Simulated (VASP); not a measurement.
# WS2 in VASP: notebook

One slab, WS2, is run at these levels: PBE+D3(BJ); tasks: single point.

All numbers are computed with VASP 6.6.1; they aren't measurements. Logs are shortened: lines on timing, memory, paths and dates and some standing lists are left out, and cuts for length are marked.

## Step 1: The cell of the first run

The cell holds a slab with vacuum, 3 atoms: a = 3.024 Å, b = 3.024 Å, c = 16.103 Å, α = 90.00°, β = 90.00°, γ = 120.00°.

## Step 2: Single point, PBE+D3(BJ) (strain -0.050 along x and y, -0.050 along z, atoms carried along)

Input file INCAR:

```
ALGO = Fast ; EDIFF = 1E-6
ENCUT = 520 ; GGA = PE
ISIF = 2 ; ISMEAR = 0
IVDW = 12 ; LASPH = True
LCHARG = False ; LREAL = False
LWAVE = False ; NBANDS = 20
NELM = 80 ; PREC = Accurate
SIGMA = 0.05
```

Input file KPOINTS:

```
k-points
0
Gamma
  12 12 2
```

Input file POSCAR:

```
WS2
1.0
    3.0243405374      0.0000000000      0.0000000000
   -1.5121702687      2.6191557351      0.0000000000
    0.0000000000      0.0000000000     16.1030489955
W S
1 2
Direct
    0.3333333333      0.6666666667      0.0000000000
    0.6666666667      0.3333333333      0.9079994900
    0.6666666667      0.3333333333      0.0920005100
```

Potentials or basis: VASP PAW PBE potentials, release 64 (W_sv, S).

Run with:

```sh
> cat potpaw_PBE.64/W_sv/POTCAR potpaw_PBE.64/S/POTCAR > POTCAR
> mpirun -np 1 vasp_std > vasp.out
```

OUTCAR:

```text
EDIFF = 1E-6
   ENCUT = 520
   GGA = PE
   ISIF = 2
   ISMEAR = 0
   IVDW = 12
   LASPH = True
   LREAL = False
   NELM = 80
   PREC = Accurate
 IVDW          = 12

 ion  position               nearest neighbor table
   1  0.333  0.667  0.000-   2 2.29   3 2.29   2 2.29   3 2.29   2 2.29   3 2.29
   2  0.667  0.333  0.908-   1 2.29   1 2.29   1 2.29
   3  0.667  0.333  0.092-   1 2.29   1 2.29   1 2.29

  LATTYP: Found a hexagonal cell.
 ALAT       =     3.0243405374
 C/A-ratio  =     5.3244827414

  Lattice vectors:

 A1 = (   3.0243405374,   0.0000000000,   0.0000000000)
 A2 = (  -1.5121702687,   2.6191557351,   0.0000000000)
 A3 = (   0.0000000000,   0.0000000000,  16.1030489955)

Analysis of symmetry for initial positions (statically):
=====================================================================
 Subroutine PRICEL returns:
 Original cell was already a primitive cell.

 Routine SETGRP: Setting up the symmetry group for a
 hexagonal supercell.

 Subroutine GETGRP returns: Found 12 space group operations
 (whereof 12 operations were pure point group operations)
 out of a pool of 24 trial point group operations.

The static configuration has the point symmetry D_3h.

Analysis of symmetry for dynamics (positions and initial velocities):
=====================================================================
 Subroutine PRICEL returns:
 Original cell was already a primitive cell.

 Routine SETGRP: Setting up the symmetry group for a
 hexagonal supercell.

 Subroutine GETGRP returns: Found 12 space group operations
 (whereof 12 operations were pure point group operations)
 out of a pool of 24 trial point group operations.

The dynamic configuration has the point symmetry D_3h.

 Subroutine INISYM returns: Found 12 space group operations
 (whereof 12 operations are pure point group operations),
 and found     1 'primitive' translations

----------------------------------------------------------------------------------------

                                     Primitive cell

  volume of cell :     127.5558

  direct lattice vectors                    reciprocal lattice vectors
     3.024340537  0.000000000  0.000000000     0.330650596  0.190901210  0.000000000
    -1.512170269  2.619155735  0.000000000     0.000000000  0.381802421  0.000000000
     0.000000000  0.000000000 16.103048996     0.000000000  0.000000000  0.062100041

  length of vectors
     3.024340537  3.024340537 16.103048996     0.381802421  0.381802421  0.062100041

  position of ions in fractional coordinates (direct lattice)
     0.333333333  0.666666667  0.000000000
     0.666666667  0.333333333  0.907999490
     0.666666667  0.333333333  0.092000510

  ion indices of the primitive-cell ions
   primitive index   ion index
                 1           1
                 2           2
                 3           3

----------------------------------------------------------------------------------------

 KPOINTS: k-points

Automatic generation of k-mesh.
 Grid dimensions read from file:
 generate k-points for:   12   12    2

 Generating k-lattice:

  Cartesian coordinates                     Fractional coordinates (reciprocal lattice)
     0.027554216  0.015908434  0.000000000     0.083333333  0.000000000  0.000000000
     0.000000000  0.031816868  0.000000000     0.000000000  0.083333333  0.000000000
     0.000000000  0.000000000  0.031050020     0.000000000  0.000000000  0.500000000

  Length of vectors
     0.031816868  0.031816868  0.031050020

  Shift w.r.t. Gamma in fractional coordinates (k-lattice)
     0.000000000  0.000000000  0.000000000

 Subroutine IBZKPT returns following result:
 ===========================================

 Found     38 irreducible k-points:

 Following reciprocal coordinates:
            Coordinates               Weight
  0.000000  0.000000  0.000000      1.000000
  0.083333 -0.000000  0.000000      6.000000
  0.166667  0.000000  0.000000      6.000000
  0.250000  0.000000  0.000000      6.000000
  0.333333  0.000000  0.000000      6.000000
  0.416667 -0.000000  0.000000      6.000000
[... 16 lines left out ...]
  0.250000  0.000000  0.500000      6.000000
  0.333333  0.000000  0.500000      6.000000
 [... further k-points ...]
   k-points           NKPTS =     38   k-points in BZ     NKDIM =     38   number of bands    NBANDS=     20
   number of dos      NEDOS =    301   number of ions     NIONS =      3
   total plane-waves  NPLWV =  69120
   dimension x,y,z NGX =    24 NGY =   24 NGZ =  120
   dimension x,y,z NGXF=    48 NGYF=   48 NGZF=  240
   ions per type =               1   2
   NGX,Y,Z   is equivalent  to a cutoff of  13.19, 13.19, 12.39 a.u.
   NGXF,Y,Z  is equivalent  to a cutoff of  26.39, 26.39, 24.78 a.u.
 SYSTEM =  unknown system
   PREC   = accura    normal or accurate (medium, high low for compatibility)
   ISTART =      0    job   : 0-new  1-cont  2-samecut
   ICHARG =      2    charge: 1-file 2-atom 10-const
   ISPIN  =      1    spin polarized calculation?
   LNONCOLLINEAR =      F non collinear calculations
   LSORBIT =      F    spin-orbit coupling
   LASPH  =      T    aspherical Exc in radial PAW
   ENCUT  =  520.0 eV  38.22 Ry    6.18 a.u.   5.62  5.62 29.94*2*pi/ulx,y,z
   NELM   =     80;   NELMIN=  2; NELMDL= -5     # of ELM steps
   EDIFF  = 0.1E-05   stopping-criterion for ELM
   LREAL  =      F    real-space projection
   EDIFFG = 0.1E-04   stopping-criterion for IOM
   NSW    =      0    number of steps for IOM
   IBRION =     -1    ionic relax: 0-MD 1-quasi-New 2-CG
   NFREE  =      0    steps in history (QN), initial steepest desc. (CG)
   ISIF   =      2    stress and relaxation
   ISYM   =      2    0-nonsym 1-usesym 2-fastsym
   POTIM  = 0.5000    time-step for ionic-motion
   TEBEG  =    0.0;   TEEND  =   0.0 temperature during run
   PSTRESS=    0.0 pullay stress
   NELECT =      26.0000    total number of electrons
   NUPDOWN=      -1.0000    fix difference up-down
   EMIN   =  10.00;   EMAX   =-10.00  energy-range for DOS
   EFERMI =   0.00;   METHOD = LEGACY
   ISMEAR =     0;   SIGMA  =   0.05  broadening in eV -4-tet -1-fermi 0-gaus
   EFERMI_NEDOS =   21; number of points for ismear=-14 and -15
   IALGO  =     68    algorithm
   IMIX   =      4    mixing-type and parameters
     AMIX     =   0.40;   BMIX     =  1.00
     AMIX_MAG =   1.60;   BMIX_MAG =  1.00
  volume/ion in A,a.u.               =      42.52       286.93
  Fermi-wavevector in a.u.,A,eV,Ry     =   0.963458  1.820671 12.629613  0.928250
  Thomas-Fermi vector in A             =   2.093005
   LORBIT       =      0    0 simple, 1 ext, 2 COOP (PROOUT), +10 PAW based schemes
   GGA     = PE    functional components
   LHFCALC =     F    Hartree Fock is set to
   AEXX    =    0.0000 exact exchange contribution
   IVDW    =    12    specifies the selected vdW correction
   LEPSILON=     F    determine dielectric tensor
   LRPA    =     F    only Hartree local field effects (RPA)
 non-spin polarized calculation
 RMM-DIIS sequential band-by-band and
 Gauss-broadening in eV      SIGMA  =   0.05
  energy-cutoff  :      520.00
  volume of cell :      127.56
 maximum number of plane-waves:      3503
 NGX is ok and might be reduce to    24
   NGX = 11   NGY = 11   NGZ = 59

 number of electron      25.9999999 magnetization

 Free energy of the ion-electron system (eV)
  ---------------------------------------------------
  ext. energy  EPLUGINS =         0.00000000
  ---------------------------------------------------
  free energy    TOTEN  =       -22.86168625 eV

  energy without entropy =      -22.86168625  energy(sigma->0) =      -22.86168625

 E-fermi :  -0.1668     XC(G=0):  -4.9201

 val. band max:       -0.5628921596   @ k =   0.3333   0.3333   0.0000
 cond. band min:       1.6092226722   @ k =   0.3333   0.3333   0.0000
 fundamental gap:      2.1721148318
 Fermi energy:        -0.1668096475

 k-point     1 :       0.0000    0.0000    0.0000
  band No.  band energies     occupation
      1     -74.1344      2.00000
      2     -38.6012      2.00000
      3     -38.2665      2.00000
      4     -38.2665      2.00000
      5     -16.3058      2.00000
      6     -14.0872      2.00000
[... 12 lines left out ...]
     19       4.9192      0.00000
     20       5.5543      0.00000

 k-point     2 :       0.0833   -0.0000    0.0000
  band No.  band energies     occupation
      1     -74.1319      2.00000
      2     -38.5931      2.00000
      3     -38.3091      2.00000
      4     -38.2760      2.00000
      5     -16.1583      2.00000
      6     -14.0471      2.00000
[... 12 lines left out ...]
     19       5.0725      0.00000
     20       6.1639      0.00000

 k-point     3 :       0.1667    0.0000    0.0000
  band No.  band energies     occupation
      1     -74.1252      2.00000
      2     -38.5708      2.00000
      3     -38.4238      2.00000
      4     -38.3019      2.00000
      5     -15.7398      2.00000
      6     -13.9339      2.00000
[... 12 lines left out ...]
     19       5.5163      0.00000
     20       7.5574      0.00000

 k-point     4 :       0.2500    0.0000    0.0000
  band No.  band energies     occupation
      1     -74.1160      2.00000
      2     -38.5772      2.00000
      3     -38.5402      2.00000
      4     -38.3371      2.00000
      5     -15.1201      2.00000
      6     -13.7695      2.00000
[... 429 lines left out ...]
 k-point    23 :       0.2500    0.0000    0.5000
  band No.  band energies     occupation
      1     -74.1160      2.00000
      2     -38.5772      2.00000
      3     -38.5402      2.00000
      4     -38.3371      2.00000
      5     -15.1201      2.00000
      6     -13.7695      2.00000
[... 12 lines left out ...]
     19       6.1662      0.00000
     20       7.4305      0.00000

 k-point    24 :       0.3333    0.0000    0.5000
  band No.  band energies     occupation
      1     -74.1068      2.00000
      2     -38.7269      2.00000
      3     -38.5094      2.00000
      4     -38.3720      2.00000
      5     -14.4177      2.00000
      6     -13.5912      2.00000
[... 12 lines left out ...]
     19       6.6922      0.00000
     20       7.5200      0.00000

 [... further k-points ...]

------------------------ aborting loop because EDIFF is reached ----------------------------------------

 Edisp (eV)   -1.04373

 E8    (eV) :    -0.4687

  FORCE on cell =-STRESS in cart. coord.  units (eV):
  Direction    XX          YY          ZZ          XY          YZ          ZX
  --------------------------------------------------------------------------------------
  -------------------------------------------------------------------------------------
  Total       9.13610     9.13610    10.69837     0.00000     0.00000     0.00000
  in kB     114.75487   114.75487   134.37792     0.00000     0.00000     0.00000
  external pressure =      121.30 kB  Pullay stress =        0.00 kB

 VOLUME and BASIS-vectors are now :
 -----------------------------------------------------------------------------
  energy-cutoff  :      520.00
  volume of cell :      127.56
      direct lattice vectors                 reciprocal lattice vectors
     3.024340537  0.000000000  0.000000000     0.330650596  0.190901210  0.000000000
    -1.512170269  2.619155735  0.000000000     0.000000000  0.381802421  0.000000000
     0.000000000  0.000000000 16.103048996     0.000000000  0.000000000  0.062100041

 POSITION                                       TOTAL-FORCE (eV/Angst)
 -----------------------------------------------------------------------------------
     -0.00000      1.74610      0.00000         0.000000      0.000000      0.000000
      1.51217      0.87305     14.62156        -0.000000     -0.000000     -3.626299
      1.51217      0.87305      1.48149         0.000000     -0.000000      3.626299
 -----------------------------------------------------------------------------------
    total drift:                               -0.000000      0.000000      0.000000

  FREE ENERGIE OF THE ION-ELECTRON SYSTEM (eV)
  ---------------------------------------------------
  free  energy   TOTEN  =       -23.9054199043 eV

  energy  without entropy=      -23.9054199043  energy(sigma->0) =      -23.90541990
```

It took 90 s on 1 thread of Intel Xeon Platinum 8488C (Sapphire Rapids), shared host; peak memory 0.3 GiB.

What came out:

| Quantity | Value |
| --- | --- |
| Free energy | -23.9054 eV |
| Largest force | 3.626 eV/Å |
| Band gap on the k mesh | 2.17 eV, direct |
| Dispersion energy per atom | -0.348 eV |

Forces on the atoms (eV/Å):
```
W    0.000  0.000  0.000
S    0.000  0.000 -3.626
S    0.000  0.000  3.626
```

Caveat: spin-orbit coupling is left out, which moves the levels of the heavy elements.

## Step 3: Single point, PBE+D3(BJ) (strain +0.025 along x and y, +0.000 along z, atoms carried along)

Input file INCAR:

```
ALGO     = Fast           # electronic algorithm
EDIFF    = 1E-6           # SCF threshold, eV
ENCUT    = 520            # plane-wave cutoff, eV
GGA      = PE             # functional
ISIF     = 2              # what is computed and relaxed
ISMEAR   = 0              # smearing method
IVDW     = 12             # dispersion correction
LASPH    = True           # aspherical terms in the spheres
LCHARG   = False          # write CHGCAR
LREAL    = False          # projectors in reciprocal space
LWAVE    = False          # write WAVECAR
NBANDS   = 20             # bands
NELM     = 100            # most SCF steps
PREC     = Accurate       # precision mode
SIGMA    = 0.05           # smearing width, eV
```

KPOINTS is that of step 2.

Input file POSCAR:

```
WS2
1.0
    3.2631042640      0.0000000000      0.0000000000
   -1.6315521320      2.8259311879      0.0000000000
    0.0000000000      0.0000000000     16.9505778900
W S
1 2
Direct
    0.3333333333      0.6666666667      0.0000000000
    0.6666666667      0.3333333333      0.9079994900
    0.6666666667      0.3333333333      0.0920005100
```

Potentials or basis: VASP PAW PBE potentials, release 64 (W_sv, S).

Run with:

```sh
> cat potpaw_PBE.64/W_sv/POTCAR potpaw_PBE.64/S/POTCAR > POTCAR
> mpirun -np 1 vasp_std > vasp.out
```

Wall time 1.7 min (1 thread of Intel Xeon Platinum 8488C (Sapphire Rapids), shared host); peak memory 0.32 GiB.

It converged, with:

| Item | Value |
| --- | --- |
| Free energy | -24.4933 eV |
| Largest force | 0.354 eV/Å |
| Band gap on the k mesh | 1.37 eV, indirect (least direct gap 1.55 eV) |
| Dispersion energy per atom | -0.291 eV |

Forces in eV/Å, atoms in the order of the input:
```
W    0.000  0.000  0.000
S    0.000  0.000  0.354
S    0.000  0.000 -0.354
```

Levels at points of the mesh, in eV from the valence-band top:
| k point | band 9 | band 10 | band 11 | band 12 | band 13 | band 14 | band 15 | band 16 | band 17 | band 18 |
| --- | --- | --- | --- | --- | --- | --- | --- | --- | --- | --- |
| (0.00, 0.00, 0.00) | -3.06 | -2.04 | -1.90 | -1.90 | 0.00 | 2.53 | 2.53 | 2.72 | 2.72 | 4.53 |
| (0.50, 0.00, 0.00) | -4.42 | -3.53 | -2.12 | -1.59 | -1.01 | 2.37 | 2.82 | 3.78 | 4.36 | 4.81 |
| (0.00, 0.00, 0.50) | -3.06 | -2.04 | -1.90 | -1.90 | 0.00 | 2.53 | 2.53 | 2.72 | 2.72 | 4.55 |
| (0.50, 0.00, 0.50) | -4.42 | -3.53 | -2.12 | -1.59 | -1.01 | 2.37 | 2.82 | 3.78 | 4.36 | 4.81 |

Caveat: spin-orbit coupling is left out, which moves the levels of the heavy elements.

(Continued in part 2 of 2.)
